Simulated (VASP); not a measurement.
**H4CO: single point with PBE**

The system is H4CO.

```
CELL_PARAMETERS angstrom
7.38032 0.00000 0.00000
0.00000 7.38032 0.00000
0.00000 0.00000 7.38032
ATOMIC_POSITIONS crystal
C 0.72139 0.82385 0.99136
C 0.49673 0.61873 0.58567
C 0.30214 0.16766 0.26029
C 0.15136 0.29847 0.73189
C 0.06874 0.76494 0.47788
C 0.82358 0.28172 0.22747
O 0.60126 0.69214 0.93583
O 0.54886 0.58514 0.35662
O 0.25121 0.29348 0.13292
O 0.20973 0.46300 0.77548
O 0.90178 0.64855 0.45875
O 0.65555 0.23336 0.10292
H 0.85770 0.81983 0.95271
H 0.60155 0.61610 0.06189
H 0.67448 0.96790 0.00579
H 0.76460 0.81929 0.13860
H 0.51521 0.47750 0.62041
H 0.55430 0.72430 0.31738
H 0.63484 0.66489 0.61667
H 0.39977 0.70431 0.64290
H 0.18178 0.12102 0.29447
H 0.31240 0.39657 0.09544
H 0.37066 0.04671 0.22388
H 0.38887 0.20565 0.36513
H 0.00954 0.28674 0.69141
H 0.14339 0.52937 0.86609
H 0.23424 0.25709 0.61030
H 0.17181 0.24102 0.86736
H 0.09974 0.86082 0.36715
H 0.78748 0.73521 0.45277
H 0.02627 0.87825 0.58366
H 0.18442 0.66650 0.49526
H 0.95024 0.19664 0.20103
H 0.60115 0.35078 0.13520
H 0.82643 0.42914 0.23267
H 0.78498 0.22443 0.35973
```

The cell was built by a generator and needn't be a form met in nature.

- Program: VASP 6.6.1
- Task: single point
- Functional: PBE
- Potentials or basis: VASP PAW PBE potentials, release 64 (C, O, H)
- Cutoff: 520 eV
- k mesh: 1 × 1 × 1
- Occupations: fermi-dirac, width 0.05 eV
- Spin: no spin polarisation

```yaml
Pressure: 1.1 GPa
Largest_force: 5.989 eV/Å
Band_gap_on_the_k_mesh: 3.41 eV, direct
```

Forces in eV/Å, atoms in the order of the input:
```
C    0.549  3.165  3.423
C    5.008 -1.997 -2.607
C    2.531  0.799 -1.176
C   -0.581 -2.842 -0.037
C   -1.958  0.869  0.930
C   -0.986 -2.523 -0.281
O   -0.549 -2.797  3.391
O   -1.649  4.244  1.123
O   -2.009 -0.969 -1.071
O    1.685  5.566 -0.209
O   -0.374  2.664 -0.435
O    2.321  1.337  1.383
H    1.730 -0.250 -2.124
H   -0.721  1.043 -3.218
H   -0.303 -0.522 -1.267
H   -0.780 -0.752  0.046
H   -1.095 -0.231  0.344
H   -0.270 -2.980  0.581
H   -0.311  0.520  0.308
H   -1.719  0.762 -0.261
H   -4.211 -1.674  2.464
H    2.105  1.538 -0.082
H    0.978 -1.134 -1.831
H    0.682  1.439  1.876
H   -0.542  0.166 -0.171
H   -0.585 -0.253  0.176
H   -0.274 -0.441  1.060
H   -0.138 -2.415 -0.653
H   -0.261 -0.751 -0.778
H    2.536 -1.839  0.029
H    1.345 -1.903 -0.323
H   -0.970  0.941  0.446
H   -1.088  1.318 -0.887
H   -0.725 -0.541 -0.551
H    0.827 -0.080  0.071
H   -0.199  0.525  0.312
```

Stress tensor (GPa, compression positive):
```
 2.67  3.16 -0.70
 3.16  1.57 -0.61
-0.70 -0.61 -1.00
```

Levels at points of the mesh, in eV from the valence-band top:
| k point | band 38 | band 39 | band 40 | band 41 | band 42 | band 43 | band 44 | band 45 | band 46 | band 47 |
| --- | --- | --- | --- | --- | --- | --- | --- | --- | --- | --- |
| (0.00, 0.00, 0.00) | -0.92 | -0.76 | -0.49 | -0.40 | 0.00 | 3.41 | 4.49 | 4.99 | 5.36 | 5.79 |

It took 90 s on 1 thread of Intel(R) Xeon(R) Platinum 8175M CPU @ 2.50GHz (Skylake/Cascade Lake), on a shared host, peak memory 0.41 GiB.

PBE gaps usually lie below the measured ones, often by a third to a half.
